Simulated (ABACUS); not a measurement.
# HfB2 (P6/mmm) in ABACUS: equation of state

How stiff is HfB2 in PBE, and what volume does it want? The cell is scaled to several volumes.

All numbers are computed with ABACUS 3.10.1; they aren't measurements. Logs are shortened: lines on timing, memory, paths and dates and some standing lists are left out, and cuts for length are marked.

## Step 1: Starting point

It takes space group P6/mmm (No. 191, hexagonal). The conventional cell has a = 3.140 Å, b = 3.140 Å, c = 3.480 Å, α = 90.00°, β = 90.00°, γ = 120.00°. Hf (site symmetry 6/mmm) has 12 B at 2.51 Å as nearest neighbours. B (site symmetry -6m2) has 3 B at 1.81 Å as nearest neighbours.

## Step 2: Equation of state, PBE, 9.31 Å³/atom (volume scaled by 0.94)

File INPUT:

```
INPUT_PARAMETERS
suffix              HfB2
calculation         scf
basis_type          pw
pseudo_dir          ./
symmetry            1
dft_functional      pbe
ecutwfc             76
pseudo_rcut         10
nspin               1
nbands              13
ks_solver           dav
smearing_method     fd
smearing_sigma      0.00367493
scf_thr             1e-08
scf_nmax            100
mixing_type         broyden
mixing_beta         0.7
cal_force           1
cal_stress          1
kpar                4
```

File STRU:

```
ATOMIC_SPECIES
Hf 178.4900 Hf.upf
B 10.8100 B.upf

LATTICE_CONSTANT
1.8897261246

LATTICE_VECTORS
3.0759003814 0.0000000000 0.0000000000
-1.5379501907 2.6638078698 0.0000000000
0.0000000000 0.0000000000 3.4089596583

ATOMIC_POSITIONS
Direct

Hf
0.0
1
0.0000000000 0.0000000000 0.0000000000 1 1 1

B
0.0
2
0.6666666667 0.3333333333 0.5000000000 1 1 1
0.3333333333 0.6666666667 0.5000000000 1 1 1
```

File KPT:

```
K_POINTS
0
Gamma
10 10 8 0 0 0
```

Potentials or basis: PseudoDojo NC SR 0.4.1 PBE standard, plane waves.

Command:

```console
$ OMP_NUM_THREADS=1 mpirun -np 4 abacus > log
```

running log:

```text
ABACUS v3.10.1

               Atomic-orbital Based Ab-initio Computation at UStc

 ------------------------------------------------------------------------------------

 READING GENERAL INFORMATION
                           global_out_dir = OUT.HfB2/
                           global_in_card = INPUT
                               pseudo_dir = ./
                              orbital_dir =
                                    DSIZE = 4
                                    GSIZE = 1

 READING UNITCELL INFORMATION
                                    ntype = 2
                  lattice constant (Bohr) = 1.88973
              lattice constant (Angstrom) = 1

 READING ATOM TYPE 1
                               atom label = Hf
                      L=0, number of zeta = 1
                      L=1, number of zeta = 1
                      L=2, number of zeta = 1
             number of atom for this type = 1

 READING ATOM TYPE 2
                               atom label = B
                      L=0, number of zeta = 1
                      L=1, number of zeta = 1
                      L=2, number of zeta = 1
             number of atom for this type = 2

                        TOTAL ATOM NUMBER = 3
DIRECT COORDINATES
    atom                   x                   y                   z     mag                  vx                  vy                  vz
taud_Hf1            0.0000000000        0.0000000000        0.0000000000  0.0000        0.0000000000        0.0000000000        0.0000000000
taud_B1            0.6666666667        0.3333333333        0.5000000000  0.0000        0.0000000000        0.0000000000        0.0000000000
taud_B2            0.3333333333        0.6666666667        0.5000000000  0.0000        0.0000000000        0.0000000000        0.0000000000

                          Volume (Bohr^3) = 188.492
                             Volume (A^3) = 27.9316

 Lattice vectors: (Cartesian coordinate: in unit of a_0)
              +3.0759                  +0                  +0
             -1.53795            +2.66381                  +0
                   +0                  +0            +3.40896
 Reciprocal vectors: (Cartesian coordinate: in unit of 2 pi/a_0)
            +0.325108           +0.187701                  -0
                   -0           +0.375402                  -0
                   +0                  -0           +0.293345
 The esolver type has been set to : ksdft_pw

                PAO radial cut off (Bohr) = 10

 Read in pseudopotential file is Hf.upf
                     pseudopotential type = NC
          exchange-correlation functional = PBE
                 nonlocal core correction = 1
                        valence electrons = 12
                                     lmax = 3
[... 219 lines left out ...]
WARNING: norm of atomic wavefunction # 4 of atomic type Hf is 0.999781, renormalized

 number of pseudo atomic orbitals for B is 2
WARNING: norm of atomic wavefunction # 2 of atomic type B is 0.999877, renormalized

 -------------------------------------------
 SELF-CONSISTENT
 -------------------------------------------
                                 init_chg = atomic

 PW ALGORITHM --------------- ION=   1  ELEC=   1--------------------------------

 Density error is 0.27652302901
                          Error Threshold = 0.01
----------------------------------------------------------
     Energy           Rydberg                 eV
----------------------------------------------------------
 E_KohnSham     -124.7120328626      -1696.7942560945
 E_Harris       -126.6574064049      -1723.2624210079
 E_Fermi        1.3092337497         17.8130390095
----------------------------------------------------------
[... 51 lines left out ...]
 Density error is 3.30595333759e-09
                          Error Threshold = 1.4734318711e-09
----------------------------------------------------------
     Energy           Rydberg                 eV
----------------------------------------------------------
 E_KohnSham     -124.8033205509      -1698.0362888124
 E_KS(sigma->0) -124.8032350871      -1698.0351260178
 E_Harris       -124.8032368148      -1698.0351495251
 E_band         -3.4314346436        -46.6870634676
 E_one_elec     -3.6347198140        -49.4529001039
 E_Hartree      12.3997513944        168.7072727472
 E_xc           -33.8323453023       -460.3126728152
 E_Ewald        -99.7358359014       -1356.9756630514
 E_entropy(-TS) -0.0001709276        -0.0023255892
 E_descf        0.0000000000         0.0000000000
 E_exx          0.0000000000         0.0000000000
 E_Fermi        1.2846110760         17.4780303475
----------------------------------------------------------

 charge density convergence is achieved
 final etot is -1698.0362888 eV
 EFERMI = 17.478030347 eV

 STATE ENERGY(eV) AND OCCUPATIONS    NSPIN == 1
 1/18 kpoint (Cartesian) = 0.0000 0.0000 0.0000 (2081 pws)
       1       -43.9084     0.00250000
       2       -12.8326     0.00250000
       3       -12.2659     0.00250000
       4       -12.2659     0.00250000
       5        3.47334     0.00250000
       6        14.4206     0.00250000
       7        14.5324     0.00250000
       8        14.5324     0.00250000
       9        14.8251     0.00250000
      10        21.9330    5.04058e-42
      11        22.5655    1.61706e-47
      12        22.5655    1.61706e-47
      13        22.8650    4.05132e-50
[... 61 lines left out ...]
 6/18 kpoint (Cartesian) = 0.16255 0.28155 0.0000 (2114 pws)
       1       -43.8430     0.00750000
       2       -13.2099     0.00750000
       3       -12.6619     0.00750000
       4       -12.4834     0.00750000
       5        7.48530     0.00750000
       6        8.48597     0.00750000
       7        13.2134     0.00750000
       8        14.0691     0.00750000
       9        14.5310     0.00750000
      10        19.8424    2.18100e-23
      11        20.5131    3.25947e-29
      12        23.6435    2.09979e-56
      13        23.7519    2.40228e-57

[... levels at 12 further k points ...]

------------------------------------------------------------------------------------------
 TOTAL-FORCE (eV/Angstrom)
------------------------------------------------------------------------------------------
                       Hf1         0.0000000000         0.0000000000         0.0000000000
                        B1         0.0000000000         0.0000000000         0.0000000000
                        B2         0.0000000000         0.0000000000         0.0000000000
------------------------------------------------------------------------------------------

----------------------------------------------------------------
 TOTAL-STRESS (KBAR)
----------------------------------------------------------------
       198.4247177055         0.0000000000         0.0000000000
         0.0000000000       198.4247177059         0.0000000000
        -0.0000000000        -0.0000000000       193.6859086293
----------------------------------------------------------------
 TOTAL-PRESSURE: 196.845115 KBAR

 --------------------------------------------
 !FINAL_ETOT_IS -1698.0362888124188885 eV
 --------------------------------------------
```

Run time: 6.7 s. Hardware: 4 MPI ranks of Intel Xeon Platinum 8488C (Sapphire Rapids), shared host; peak memory 0.32 GiB.

What came out:

```
Free energy            : -1698.0363 eV
Pressure               : 19.7 GPa
Band gap on the k mesh : none (metal or under the smearing width)
```

Caveat: there are fewer bands than atomic start orbitals, so a level may be missed at k points of high symmetry.

## Step 3: Equation of state, PBE, 9.51 Å³/atom (volume scaled by 0.96)

INPUT is that of step 2.

STRU: that of step 2 with these lines changed.

```diff
@@ -8,5 +8,5 @@
 LATTICE_VECTORS
-3.0759003814 0.0000000000 0.0000000000
--1.5379501907 2.6638078698 0.0000000000
-0.0000000000 0.0000000000 3.4089596583
+3.0975623654 0.0000000000 0.0000000000
+-1.5487811827 2.6825676982 0.0000000000
+0.0000000000 0.0000000000 3.4329672075
```

KPT is that of step 2.

Potentials or basis: PseudoDojo NC SR 0.4.1 PBE standard, plane waves.

Command:

```console
$ OMP_NUM_THREADS=1 mpirun -np 4 abacus > log
```

Wall time 7.3 s (4 MPI ranks of Intel Xeon Platinum 8488C (Sapphire Rapids), shared host); peak memory 0.32 GiB.

Results (log left out):

```
Free energy            : -1698.0970 eV
Pressure               : 13.1 GPa
Band gap on the k mesh : none (metal or under the smearing width)
```

Caveat: there are fewer bands than atomic start orbitals, so a level may be missed at k points of high symmetry.

## Step 4: Equation of state, PBE, 9.71 Å³/atom (volume scaled by 0.98)

INPUT is that of step 3.

STRU: that of step 3 with these lines changed.

```diff
@@ -8,5 +8,5 @@
 LATTICE_VECTORS
-3.0975623654 0.0000000000 0.0000000000
--1.5487811827 2.6825676982 0.0000000000
-0.0000000000 0.0000000000 3.4329672075
+3.1189255395 0.0000000000 0.0000000000
+-1.5594627698 2.7010687497 0.0000000000
+0.0000000000 0.0000000000 3.4566435916
```

KPT is that of step 3.

Command:

```console
$ OMP_NUM_THREADS=1 mpirun -np 4 abacus > log
```

Wall time 7.3 s (4 MPI ranks of Intel Xeon Platinum 8488C (Sapphire Rapids), shared host); peak memory 0.32 GiB.

It converged, with:

| Item | Value |
| --- | --- |
| Free energy | -1698.1345 eV |
| Pressure | 7.1 GPa |
| Band gap on the k mesh | none (metal or under the smearing width) |

Caveat: there are fewer bands than atomic start orbitals, so a level may be missed at k points of high symmetry.

(Continued in part 2 of 2.)
